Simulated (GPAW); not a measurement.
# Sn (Fd-3m) in GPAW: settings compared

The runs below take Sn through relaxation of cell and atoms, with revPBE+D4, BLYP+D3(BJ).

Everything below comes from runs of GPAW 26.7.0. Logs are shortened: lines on timing, memory, paths and dates and some standing lists are left out, and cuts for length are marked. The log counts tension as positive stress, the text compression.

### 1 The crystal as given

It takes space group Fd-3m (No. 227, cubic). The conventional cell has a = 6.467 Å, b = 6.467 Å, c = 6.467 Å, α = 90.00°, β = 90.00°, γ = 90.00°. Sn (site symmetry -43m) is surrounded by 4 Sn at 2.80 Å.

This isn't the form of Sn at room conditions, which is tetragonal (white tin).

### 2 Relaxation of cell and atoms, revPBE+D4

Contents of run.py:

```python
from ase import Atoms
from ase.calculators.mixing import SumCalculator
from ase.filters import FrechetCellFilter
from ase.io import write
from ase.optimize import LBFGS
from dftd4.ase import DFTD4
from gpaw import GPAW, PW

atoms = Atoms(['Sn', 'Sn'],
              cell=[[0.0, 3.2333428, 3.2333428],
                    [3.2333428, 0.0, 3.2333428],
                    [3.2333428, 3.2333428, 0.0]],
              scaled_positions=[[0.75, 0.75, 0.75],
                                [0.5, 0.5, 0.5]],
              pbc=True)

calc = GPAW(mode=PW(600),
            xc='revPBE',
            kpts={'size': (7, 7, 7), 'gamma': True},
            occupations={'name': 'fermi-dirac', 'width': 0.05},
            nbands=24,
            convergence={'density': 1e-05, 'forces': 0.0001},
            maxiter=150,
            txt='gpaw.txt')
atoms.calc = SumCalculator([calc, DFTD4(method='revpbe')])
opt = LBFGS(FrechetCellFilter(atoms), trajectory='relax.traj', logfile='-')
done = opt.run(fmax=0.02, steps=60)
calc.write('gs.gpw')
write('result.traj', atoms)
print('Converged:', done)
print('Cell:', atoms.cell.cellpar().round(4))
print('Volume:', round(atoms.get_volume(), 4))
print(atoms.get_scaled_positions().round(5))
```

Potentials or basis: the program's PAW data sets (release 1.2.1) made for this functional, pw.

Command:

```sh
$ OMP_NUM_THREADS=1 python run.py
```

gpaw.txt:

```text
__  _  _
 | _ |_)|_||  |
 |__||  | ||/\| - 26.7.0

Input parameters:
  mode=PW(ecut=600.0),
  convergence={'density': 1e-05, 'forces': 0.0001},
  kpts=MonkhorstPack(size=(7, 7, 7), gamma=True),
  maxiter=150,
  nbands=24,
  occupations=Occupations(name='fermi-dirac', width=0.05),
  xc=XC(name='revPBE')

Diagonalizing LCAO Hamiltonian
Converting LCAO to pw mode

            Sn

       Sn

Atoms  # Å, Bohr magnetons
|   | symbol |        x |        y |        z |    initial magnetic moments |
|---|--------|----------|----------|----------|-----------------------------|
| 0 |     Sn | 4.850014 | 4.850014 | 4.850014 | ( 0.0000,  0.0000,  0.0000) |
| 1 |     Sn | 3.233343 | 3.233343 | 3.233343 | ( 0.0000,  0.0000,  0.0000) |

Unit cell  # Å
| periodic |        x |        y |        z |  lengths |    angles |
|----------|----------|----------|----------|----------|-----------|
|      yes | 0.000000 | 3.233343 | 3.233343 | 4.572637 | 60.000000 |
|      yes | 3.233343 | 0.000000 | 3.233343 | 4.572637 | 60.000000 |
|      yes | 3.233343 | 3.233343 | 0.000000 | 4.572637 | 60.000000 |

Number of symmetries: 24
Symmetry operations  # r_c * U_cc + t_c -> r_c
|    | kind |            matrix            |
|----|------|------------------------------|
|  0 |  E   |  1, 0, 0,  0, 1, 0,  0, 0, 1 |
|  1 |  σ   |  1, 0, 0,  0, 0, 1,  0, 1, 0 |
|  2 |  σ   |  1, 0,-1,  0, 1,-1,  0, 0,-1 |
|  3 |  C3  |  1, 0,-1,  0, 0,-1,  0, 1,-1 |
|  4 |  C3  |  1,-1, 0,  0,-1, 1,  0,-1, 0 |
|  5 |  σ   |  1,-1, 0,  0,-1, 0,  0,-1, 1 |
|  6 |  σ   |  0, 1, 0,  1, 0, 0,  0, 0, 1 |
|  7 |  C3  |  0, 1, 0,  0, 0, 1,  1, 0, 0 |
|  8 |  C2  |  0, 1,-1,  1, 0,-1,  0, 0,-1 |
|  9 |  S4  |  0, 1,-1,  0, 0,-1,  1, 0,-1 |
| 10 |  C3  |  0, 0, 1,  1, 0, 0,  0, 1, 0 |
| 11 |  σ   |  0, 0, 1,  0, 1, 0,  1, 0, 0 |
| 12 |  S4  |  0, 0,-1,  1, 0,-1,  0, 1,-1 |
| 13 |  C3  |  0, 0,-1,  0, 1,-1,  1, 0,-1 |
| 14 |  S4  |  0,-1, 1,  1,-1, 0,  0,-1, 0 |
| 15 |  C2  |  0,-1, 1,  0,-1, 0,  1,-1, 0 |
| 16 |  C3  |  0,-1, 0,  1,-1, 0,  0,-1, 1 |
| 17 |  S4  |  0,-1, 0,  0,-1, 1,  1,-1, 0 |
| 18 |  S4  | -1, 1, 0, -1, 0, 1, -1, 0, 0 |
| 19 |  C3  | -1, 1, 0, -1, 0, 0, -1, 0, 1 |
| 20 |  C3  | -1, 0, 1, -1, 1, 0, -1, 0, 0 |
| 21 |  S4  | -1, 0, 1, -1, 0, 0, -1, 1, 0 |
| 22 |  σ   | -1, 0, 0, -1, 1, 0, -1, 0, 1 |
| 23 |  C2  | -1, 0, 0, -1, 0, 1, -1, 1, 0 |

BZ-sampling:
  Number of BZ points: 343
  Number of IBZ points: 20

  Monkhorst-Pack size: [7, 7, 7]
  Monkhorst-Pack shift: [0, 0, 0]

K-points  # in reciprocal-cell coordinates
|     |                                coordinates |     weight |
|-----|--------------------------------------------|------------|
|   0 | (  0.00000000,   0.00000000,   0.00000000) | 0.00291545 |
|   1 | (  0.14285714,   0.14285714,   0.00000000) | 0.01749271 |
|   2 | (  0.14285714,   0.14285714,   0.14285714) | 0.02332362 |
|   3 | (  0.28571429,   0.14285714,   0.14285714) | 0.03498542 |
|   4 | (  0.28571429,   0.28571429,   0.00000000) | 0.01749271 |
|   5 | (  0.28571429,   0.28571429,   0.14285714) | 0.06997085 |
|   6 | (  0.28571429,   0.28571429,   0.28571429) | 0.02332362 |
|   7 | (  0.42857143,  -0.28571429,  -0.28571429) | 0.03498542 |
|   8 | (  0.42857143,   0.28571429,  -0.42857143) | 0.13994169 |
|   9 | (  0.42857143,   0.28571429,  -0.28571429) | 0.06997085 |
| ... |                                            |            |
|  19 | (  0.42857143,   0.42857143,   0.42857143) | 0.02332362 |
[... 118 lines left out ...]
Fermi level: 5.171
Eigenvalues  # (at kpt = [0.000, 0.000, 0.000])
| band index |      eig [eV] | occ [0-2] |
|------------|---------------|-----------|
|          0 |       -16.577 |     2.000 |
|        ... |               |           |
|          4 |       -16.520 |     2.000 |
|          5 |       -16.201 |     2.000 |
|          6 |       -16.201 |     2.000 |
|          7 |       -16.201 |     2.000 |
|          8 |       -16.193 |     2.000 |
|          9 |       -16.193 |     2.000 |
[... 8 lines left out ...]
|         18 |        10.346 |     0.000 |
|         19 |        13.096 |     0.000 |
|        ... |               |           |
|         23 |        13.565 |     0.000 |

No gap
No difference between direct/indirect transitions

Stress tensor  # eV/Ang^3
|         x |         y |         z |
|-----------|-----------|-----------|
| -0.028441 | -0.000000 | -0.000000 |
| -0.000000 | -0.028441 |  0.000000 |
| -0.000000 |  0.000000 | -0.028441 |

Forces  # eV/Ang
|        x |        y |        z |
|----------|----------|----------|
| -0.00000 | -0.00000 | -0.00000 |  # Sn   0
|  0.00000 |  0.00000 |  0.00000 |  # Sn   1

Interpolating wave functions to new cell

            Sn

       Sn

Atoms  # Å, Bohr magnetons
|   | symbol |        x |        y |        z |    initial magnetic moments |
|---|--------|----------|----------|----------|-----------------------------|
| 0 |     Sn | 4.863493 | 4.863493 | 4.863493 | ( 0.0000,  0.0000,  0.0000) |
| 1 |     Sn | 3.242329 | 3.242329 | 3.242329 | ( 0.0000,  0.0000,  0.0000) |

Unit cell  # Å
| periodic |         x |        y |        z |  lengths |    angles |
|----------|-----------|----------|----------|----------|-----------|
|      yes | -0.000000 | 3.242329 | 3.242329 | 4.585345 | 60.000000 |
|      yes |  3.242329 | 0.000000 | 3.242329 | 4.585345 | 60.000000 |
|      yes |  3.242329 | 3.242329 | 0.000000 | 4.585345 | 60.000000 |

Number of symmetries: 24
Symmetry operations  # r_c * U_cc + t_c -> r_c
|    | kind |            matrix            |
|----|------|------------------------------|
|  0 |  E   |  1, 0, 0,  0, 1, 0,  0, 0, 1 |
|  1 |  σ   |  1, 0, 0,  0, 0, 1,  0, 1, 0 |
|  2 |  σ   |  1, 0,-1,  0, 1,-1,  0, 0,-1 |
|  3 |  C3  |  1, 0,-1,  0, 0,-1,  0, 1,-1 |
|  4 |  C3  |  1,-1, 0,  0,-1, 1,  0,-1, 0 |
|  5 |  σ   |  1,-1, 0,  0,-1, 0,  0,-1, 1 |
|  6 |  σ   |  0, 1, 0,  1, 0, 0,  0, 0, 1 |
|  7 |  C3  |  0, 1, 0,  0, 0, 1,  1, 0, 0 |
|  8 |  C2  |  0, 1,-1,  1, 0,-1,  0, 0,-1 |
|  9 |  S4  |  0, 1,-1,  0, 0,-1,  1, 0,-1 |
| 10 |  C3  |  0, 0, 1,  1, 0, 0,  0, 1, 0 |
| 11 |  σ   |  0, 0, 1,  0, 1, 0,  1, 0, 0 |
| 12 |  S4  |  0, 0,-1,  1, 0,-1,  0, 1,-1 |
| 13 |  C3  |  0, 0,-1,  0, 1,-1,  1, 0,-1 |
| 14 |  S4  |  0,-1, 1,  1,-1, 0,  0,-1, 0 |
| 15 |  C2  |  0,-1, 1,  0,-1, 0,  1,-1, 0 |
| 16 |  C3  |  0,-1, 0,  1,-1, 0,  0,-1, 1 |
| 17 |  S4  |  0,-1, 0,  0,-1, 1,  1,-1, 0 |
| 18 |  S4  | -1, 1, 0, -1, 0, 1, -1, 0, 0 |
| 19 |  C3  | -1, 1, 0, -1, 0, 0, -1, 0, 1 |
| 20 |  C3  | -1, 0, 1, -1, 1, 0, -1, 0, 0 |
| 21 |  S4  | -1, 0, 1, -1, 0, 0, -1, 1, 0 |
| 22 |  σ   | -1, 0, 0, -1, 1, 0, -1, 0, 1 |
| 23 |  C2  | -1, 0, 0, -1, 0, 1, -1, 1, 0 |

BZ-sampling:
  Number of BZ points: 343
  Number of IBZ points: 20

  Monkhorst-Pack size: [7, 7, 7]
  Monkhorst-Pack shift: [0, 0, 0]

K-points  # in reciprocal-cell coordinates
|     |                                coordinates |     weight |
|-----|--------------------------------------------|------------|
|   0 | (  0.00000000,   0.00000000,   0.00000000) | 0.00291545 |
|   1 | (  0.14285714,   0.14285714,   0.00000000) | 0.01749271 |
|   2 | (  0.14285714,   0.14285714,   0.14285714) | 0.02332362 |
|   3 | (  0.28571429,   0.14285714,   0.14285714) | 0.03498542 |
|   4 | (  0.28571429,   0.28571429,   0.00000000) | 0.01749271 |
|   5 | (  0.28571429,   0.28571429,   0.14285714) | 0.06997085 |
|   6 | (  0.28571429,   0.28571429,   0.28571429) | 0.02332362 |
|   7 | (  0.42857143,  -0.28571429,  -0.28571429) | 0.03498542 |
|   8 | (  0.42857143,   0.28571429,  -0.42857143) | 0.13994169 |
|   9 | (  0.42857143,   0.28571429,  -0.28571429) | 0.06997085 |
| ... |                                            |            |
|  19 | (  0.42857143,   0.42857143,   0.42857143) | 0.02332362 |
[... 117 lines left out ...]
Fermi level: 5.077
Eigenvalues  # (at kpt = [0.000, 0.000, 0.000])
| band index |      eig [eV] | occ [0-2] |
|------------|---------------|-----------|
|          0 |       -16.643 |     2.000 |
|        ... |               |           |
|          4 |       -16.587 |     2.000 |
|          5 |       -16.274 |     2.000 |
|          6 |       -16.274 |     2.000 |
|          7 |       -16.274 |     2.000 |
|          8 |       -16.268 |     2.000 |
|          9 |       -16.268 |     2.000 |
[... 8 lines left out ...]
|         18 |        10.260 |     0.000 |
|         19 |        12.993 |     0.000 |
|        ... |               |           |
|         23 |        13.479 |     0.000 |

No gap
No difference between direct/indirect transitions

Stress tensor  # eV/Ang^3
|         x |         y |         z |
|-----------|-----------|-----------|
| -0.025662 | -0.000000 |  0.000000 |
| -0.000000 | -0.025662 |  0.000000 |
|  0.000000 |  0.000000 | -0.025662 |

Forces  # eV/Ang
|       x |        y |        z |
|---------|----------|----------|
| 0.00000 | -0.00000 | -0.00000 |  # Sn   0
| 0.00000 |  0.00000 |  0.00000 |  # Sn   1

Interpolating wave functions to new cell

            Sn

       Sn

Atoms  # Å, Bohr magnetons
|   | symbol |        x |        y |        z |    initial magnetic moments |
|---|--------|----------|----------|----------|-----------------------------|
| 0 |     Sn | 4.913704 | 4.913704 | 4.913704 | ( 0.0000,  0.0000,  0.0000) |
| 1 |     Sn | 3.275803 | 3.275803 | 3.275803 | ( 0.0000,  0.0000,  0.0000) |

Unit cell  # Å
| periodic |        x |         y |         z |  lengths |    angles |
|----------|----------|-----------|-----------|----------|-----------|
|      yes | 0.000000 |  3.275803 |  3.275803 | 4.632685 | 60.000000 |
|      yes | 3.275803 | -0.000000 |  3.275803 | 4.632685 | 60.000000 |
|      yes | 3.275803 |  3.275803 | -0.000000 | 4.632685 | 60.000000 |

Number of symmetries: 24
Symmetry operations  # r_c * U_cc + t_c -> r_c
|    | kind |            matrix            |
|----|------|------------------------------|
|  0 |  E   |  1, 0, 0,  0, 1, 0,  0, 0, 1 |
|  1 |  σ   |  1, 0, 0,  0, 0, 1,  0, 1, 0 |
|  2 |  σ   |  1, 0,-1,  0, 1,-1,  0, 0,-1 |
|  3 |  C3  |  1, 0,-1,  0, 0,-1,  0, 1,-1 |
|  4 |  C3  |  1,-1, 0,  0,-1, 1,  0,-1, 0 |
|  5 |  σ   |  1,-1, 0,  0,-1, 0,  0,-1, 1 |
|  6 |  σ   |  0, 1, 0,  1, 0, 0,  0, 0, 1 |
|  7 |  C3  |  0, 1, 0,  0, 0, 1,  1, 0, 0 |
|  8 |  C2  |  0, 1,-1,  1, 0,-1,  0, 0,-1 |
|  9 |  S4  |  0, 1,-1,  0, 0,-1,  1, 0,-1 |
| 10 |  C3  |  0, 0, 1,  1, 0, 0,  0, 1, 0 |
| 11 |  σ   |  0, 0, 1,  0, 1, 0,  1, 0, 0 |
| 12 |  S4  |  0, 0,-1,  1, 0,-1,  0, 1,-1 |
| 13 |  C3  |  0, 0,-1,  0, 1,-1,  1, 0,-1 |
| 14 |  S4  |  0,-1, 1,  1,-1, 0,  0,-1, 0 |
| 15 |  C2  |  0,-1, 1,  0,-1, 0,  1,-1, 0 |
| 16 |  C3  |  0,-1, 0,  1,-1, 0,  0,-1, 1 |
| 17 |  S4  |  0,-1, 0,  0,-1, 1,  1,-1, 0 |
| 18 |  S4  | -1, 1, 0, -1, 0, 1, -1, 0, 0 |
| 19 |  C3  | -1, 1, 0, -1, 0, 0, -1, 0, 1 |
| 20 |  C3  | -1, 0, 1, -1, 1, 0, -1, 0, 0 |
| 21 |  S4  | -1, 0, 1, -1, 0, 0, -1, 1, 0 |
| 22 |  σ   | -1, 0, 0, -1, 1, 0, -1, 0, 1 |
| 23 |  C2  | -1, 0, 0, -1, 0, 1, -1, 1, 0 |

BZ-sampling:
  Number of BZ points: 343
  Number of IBZ points: 20

  Monkhorst-Pack size: [7, 7, 7]
  Monkhorst-Pack shift: [0, 0, 0]

K-points  # in reciprocal-cell coordinates
|     |                                coordinates |     weight |
|-----|--------------------------------------------|------------|
|   0 | (  0.00000000,   0.00000000,   0.00000000) | 0.00291545 |
|   1 | (  0.14285714,   0.14285714,   0.00000000) | 0.01749271 |
|   2 | (  0.14285714,   0.14285714,   0.14285714) | 0.02332362 |
|   3 | (  0.28571429,   0.14285714,   0.14285714) | 0.03498542 |
|   4 | (  0.28571429,   0.28571429,   0.00000000) | 0.01749271 |
|   5 | (  0.28571429,   0.28571429,   0.14285714) | 0.06997085 |
|   6 | (  0.28571429,   0.28571429,   0.28571429) | 0.02332362 |
|   7 | (  0.42857143,  -0.28571429,  -0.28571429) | 0.03498542 |
|   8 | (  0.42857143,   0.28571429,  -0.42857143) | 0.13994169 |
|   9 | (  0.42857143,   0.28571429,  -0.28571429) | 0.06997085 |
| ... |                                            |            |
|  19 | (  0.42857143,   0.42857143,   0.42857143) | 0.02332362 |
[... 117 lines left out ...]
Fermi level: 4.735
Eigenvalues  # (at kpt = [0.000, 0.000, 0.000])
| band index |      eig [eV] | occ [0-2] |
|------------|---------------|-----------|
|          0 |       -16.884 |     2.000 |
|        ... |               |           |
|          4 |       -16.831 |     2.000 |
|          5 |       -16.544 |     2.000 |
|          6 |       -16.544 |     2.000 |
|          7 |       -16.544 |     2.000 |
|          8 |       -16.540 |     2.000 |
|          9 |       -16.540 |     2.000 |
[... 8 lines left out ...]
|         18 |         9.944 |     0.000 |
|         19 |        12.622 |     0.000 |
|        ... |               |           |
|         23 |        13.165 |     0.000 |

No gap
No difference between direct/indirect transitions

Stress tensor  # eV/Ang^3
|         x |         y |         z |
|-----------|-----------|-----------|
| -0.016224 |  0.000000 | -0.000000 |
|  0.000000 | -0.016224 | -0.000000 |
| -0.000000 | -0.000000 | -0.016224 |

Forces  # eV/Ang
|       x |        y |       z |
|---------|----------|---------|
| 0.00000 | -0.00000 | 0.00000 |  # Sn   0
| 0.00000 | -0.00000 | 0.00000 |  # Sn   1

# Writing to gs.gpw (mode='')
```

Run time: 62 s. Hardware: 1 thread of Arm Neoverse V1, shared host; peak memory 0.21 GiB.

What came out:

| Property | Result |
| --- | --- |
| Free energy | -8.4983 eV |
| Relaxed volume | 35.15 Å³/atom |
| Relaxed cell | a = 4.633 Å, b = 4.633 Å, c = 4.633 Å, α = 60.00°, β = 60.00°, γ = 60.00° |
| Space group after relaxing (to 0.05 Å) | Fd-3m (No. 227) |
| Energy gained by relaxing | 7.9 meV/atom |
| Ionic steps | 3 |
| Pressure after relaxing | 0.1 GPa |
| Band gap on the k mesh | none (metal or under the smearing width) |
| Dispersion energy per atom | -0.491 eV |

The path:
| step | energy change (eV) | largest force (eV/Å) | pressure (GPa) | volume (Å³) |
| --- | --- | --- | --- | --- |
| 1 | 0.0000 | 0.0000 | 1.84 | 67.61 |
| 2 | -0.0059 | 0.0000 | 1.44 | 68.17 |
| 3 | -0.0158 | 0.0000 | 0.08 | 70.30 |

Final structure:
```xyz
2
Lattice="0.0000 3.2758 3.2758 3.2758 0.0000 3.2758 3.2758 3.2758 0.0000" Properties=species:S:1:pos:R:3 pbc="T T T"
Sn    4.9137    4.9137    4.9137
Sn    3.2758    3.2758    3.2758
```

Caveat: later steps reuse the first step's grids; pairwise dispersion overbinds metals, which lowers pressure and volume. Zero-point motion and thermal expansion aren't in these numbers.

### 3 Relaxation of cell and atoms, BLYP+D3(BJ)

Contents of run.py:

```python
from ase.calculators.mixing import SumCalculator
from ase.filters import FrechetCellFilter
from ase.io import read, write
from ase.optimize import BFGS
from dftd3.ase import DFTD3
from gpaw import GPAW, PW, setup_paths

setup_paths.insert(0, '.')

atoms = read('Sn.xyz')

calc = GPAW(mode=PW(600),
            xc='BLYP',
            kpts={'size': (7, 7, 7), 'gamma': True},
            occupations={'name': 'fermi-dirac', 'width': 0.05},
            nbands=24,
            convergence={'density': 1e-05, 'forces': 0.0001},
            eigensolver='davidson',
            maxiter=150,
            txt='gpaw.txt')
atoms.calc = SumCalculator([calc, DFTD3(method='blyp', damping='d3bj')])
opt = BFGS(FrechetCellFilter(atoms), trajectory='relax.traj', logfile='-')
done = opt.run(fmax=0.02, steps=100)
calc.write('gs.gpw')
write('result.traj', atoms)
print('Converged:', done)
print('Cell:', atoms.cell.cellpar().round(4))
print('Volume:', round(atoms.get_volume(), 4))
print(atoms.get_scaled_positions().round(5))
```

Contents of Sn.xyz:

```xyz
2
Lattice="0.0000000000 3.2333428000 3.2333428000 3.2333428000 0.0000000000 3.2333428000 3.2333428000 3.2333428000 0.0000000000" Properties=species:S:1:pos:R:3 pbc="T T T"
Sn     4.8500142000      4.8500142000      4.8500142000
Sn     3.2333428000      3.2333428000      3.2333428000
```

Potentials or basis: PAW data sets generated in the run's folder for this functional, pw.

Command:

```sh
$ gpaw-setup -f BLYP Sn
$ OMP_NUM_THREADS=1 python run.py
```

Run time: 78 s. Hardware: 1 thread of Arm Neoverse V1, shared host; peak memory 0.24 GiB.

The run converged. Its results:

```yaml
Free_energy: -8.1879 eV
Relaxed_volume: 35.54 Å³/atom
Relaxed_cell: a = 4.650 Å, b = 4.650 Å, c = 4.650 Å, α = 60.00°, β = 60.00°, γ = 60.00°
Space_group_after_relaxing_to_0.05_Å: Fd-3m (No. 227)
Energy_gained_by_relaxing: 10.8 meV/atom
Ionic_steps: 4
Pressure_after_relaxing: 0.0 GPa
Band_gap_on_the_k_mesh: none (metal or under the smearing width)
Dispersion_energy_per_atom: -0.697 eV
```

The path:
| step | energy change (eV) | largest force (eV/Å) | pressure (GPa) | volume (Å³) |
| --- | --- | --- | --- | --- |
| 1 | 0.0000 | 0.0000 | 2.12 | 67.61 |
| 2 | -0.0077 | 0.0000 | 1.67 | 68.26 |
| 3 | -0.0215 | 0.0000 | 0.13 | 70.85 |
| 4 | -0.0216 | 0.0000 | 0.01 | 71.08 |

Final structure:
```xyz
2
Lattice="0.0000 3.2878 3.2878 3.2878 0.0000 3.2878 3.2878 3.2878 0.0000" Properties=species:S:1:pos:R:3 pbc="T T T"
Sn    4.9316    4.9316    4.9316
Sn    3.2878    3.2878    3.2878
```

Levels at points of the mesh, in eV from the Fermi level:
```tsv
k point	band 10	band 11	band 12	band 13	band 14	band 15	band 16	band 17	band 18	band 19
(0.00, 0.00, 0.00)	-21.14	-10.27	-1.01	0.19	0.19	0.19	2.26	2.26	2.26	5.36
```

Caveat: later steps reuse the first step's grids; pairwise dispersion overbinds metals, which lowers pressure and volume. Zero-point motion and thermal expansion aren't in these numbers.
